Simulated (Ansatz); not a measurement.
A run of Ansatz 0.2.0:

File input.yaml:

```yaml
crystal:
  lattice:
    - [3.14, 0.0, 0.0]
    - [-1.57, 2.7193197679, 0.0]
    - [0.0, 0.0, 3.48]
  atoms:
    - { symbol: Hf, position: [0.0, 0.0, 0.0] }
    - { symbol: B, position: [0.6666666667, 0.3333333333, 0.5] }
    - { symbol: B, position: [0.3333333333, 0.6666666667, 0.5] }
hamiltonian:
  xc: pbesol
  pseudopotentials: { kind: paw }
kpoints:
  mp_grid: { grid: [7, 7, 6] }
scf:
  occupations: { method: fermi_dirac, width: 0.05 }
phonons:
  method: dfpt
```

Potentials or basis: Ansatz PAW.

Run with:

```console
$ ansatz run input.yaml --threads 2 --pin off --max-ram 5632MiB --backend cpu --events-out ev --progress --plain --runs-dir out
```

Hardware: 2 threads of Intel(R) Xeon(R) Platinum 8259CL CPU @ 2.50GHz (Skylake/Cascade Lake), with other jobs on the host.

Question: How long does it take, and how much memory?

Answer: Wall time 8.6 s on 2 threads of Intel(R) Xeon(R) Platinum 8259CL CPU @ 2.50GHz (Skylake/Cascade Lake), on a shared host, peak memory 0.52 GiB. Counts: scf iterations 8, plane waves 563, k points 64, bands 20.
